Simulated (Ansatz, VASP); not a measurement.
## Al in VASP and in Ansatz

The input POSCAR:

```
Al
1.0
    0.0000000000      1.9552568861      1.9552568861
    1.9552568861      0.0000000000      1.9552568861
    1.9552568861      1.9552568861      0.0000000000
Al
1
Direct
    0.0000000000      0.0000000000      0.0000000000
```

File INCAR.step1:

```
SYSTEM = Al
ALGO = Normal ; EDIFF = 1E-4
ENCUT = 520 ; GGA = PE
ISMEAR = 0 ; LASPH = .True.
LCHARG = .False. ; LREAL = .False.
LWAVE = .True. ; NBANDS = 8
NELM = 80 ; PREC = Accurate
SIGMA = 0.1
```

Contents of INCAR.step2:

```
SYSTEM = Al
ALGO = Normal ; EDIFF = 1E-7
ENCUT = 520 ; ISIF = 2
ISMEAR = 0 ; ISTART = 1
LASPH = .True. ; LCHARG = .False.
LMIXTAU = .True. ; LREAL = .False.
LWAVE = .False. ; METAGGA = R2SCAN
NBANDS = 8 ; NELM = 80
PREC = Accurate ; SIGMA = 0.1
```

File KPOINTS:

```
k-points
0
Gamma
  18 18 18
  0 0 0
```

Input for Ansatz:

```yaml
crystal:
  lattice:
    - [0.0, 1.9552568861, 1.9552568861]
    - [1.9552568861, 0.0, 1.9552568861]
    - [1.9552568861, 1.9552568861, 0.0]
  atoms:
    - { symbol: Al, position: [0.0, 0.0, 0.0] }
basis:
  ecutwfc: 500
kpoints:
  mp_grid: { grid: [18, 18, 18] }
hamiltonian:
  xc: r2scan
scf:
  occupations: { method: gaussian, width: 0.1 }
output:
  forces: true
  stress: true
  eigenvalues: true
```

Alike in both runs: task single point; functional r2SCAN; k mesh 18 × 18 × 18; occupations gaussian, width 0.1 eV; no spin polarisation.

|  | VASP | Ansatz |
| --- | --- | --- |
| version | VASP 6.6.1 | Ansatz 0.2.0 |
| potentials or method | VASP PAW PBE potentials, release 64 (Al) | scalar-relativistic, plane waves, PAW |
| plane-wave cutoff (eV) | 520 | 500 |
| valence electrons in the cell | 3 | 3 |

VASP gave:

| Quantity | Value |
| --- | --- |
| gap on the k mesh at the Fermi level (eV) | none |
| pressure (GPa) | 6.2 |

Q: Which values does Ansatz return?

A: gap on the k mesh at the Fermi level (eV): none; pressure (GPa): 6.6.

A gap of «none» marks a metal or a gap that the smearing closes. With one functional, cell and mesh, what is left measures potentials, basis and numerics.

Caveats: the PAW data sets were made with another functional, which shifts forces and pressure a little (VASP).
